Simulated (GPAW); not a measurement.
A run of GPAW 26.7.0 is set up as follows.

The input run.py:

```python
from ase import Atoms
from ase.calculators.mixing import SumCalculator
from ase.filters import FrechetCellFilter
from ase.io import write
from ase.optimize import BFGS
from dftd4.ase import DFTD4
from gpaw import GPAW, PW

atoms = Atoms(['Zr', 'C'],
              cell=[[0.0, 2.365, 2.365],
                    [2.365, 0.0, 2.365],
                    [2.365, 2.365, 0.0]],
              scaled_positions=[[0.5, 0.5, 0.5],
                                [0.0, 0.0, 0.0]],
              pbc=True)

calc = GPAW(mode=PW(800),
            xc='revPBE',
            kpts={'size': (10, 10, 10), 'gamma': True},
            occupations={'name': 'fermi-dirac', 'width': 0.05},
            nbands=18,
            convergence={'density': 1e-05, 'forces': 0.0001},
            maxiter=150,
            txt='gpaw.txt')
atoms.calc = SumCalculator([calc, DFTD4(method='revpbe')])
opt = BFGS(FrechetCellFilter(atoms), trajectory='relax.traj', logfile='-')
done = opt.run(fmax=0.02, steps=60)
calc.write('gs.gpw')
write('result.traj', atoms)
print('Converged:', done)
print('Cell:', atoms.cell.cellpar().round(4))
print('Volume:', round(atoms.get_volume(), 4))
print(atoms.get_scaled_positions().round(5))
```

Potentials or basis: the program's PAW data sets (release 1.2.1) made for this functional, pw.

Command:

```console
$ OMP_NUM_THREADS=1 python run.py
```

(1) Predict the band gap on the k mesh.

(2) Estimate the relaxed cell.

(3) Predict the relaxed volume.

Results:

(1) none (metal or under the smearing width).

(2) a = 3.305 Å, b = 3.305 Å, c = 3.305 Å, α = 60.00°, β = 60.00°, γ = 60.00°.

(3) 12.77 Å³/atom.

Caveat: later steps reuse the first step's grids; pairwise dispersion overbinds metals, which lowers pressure and volume.
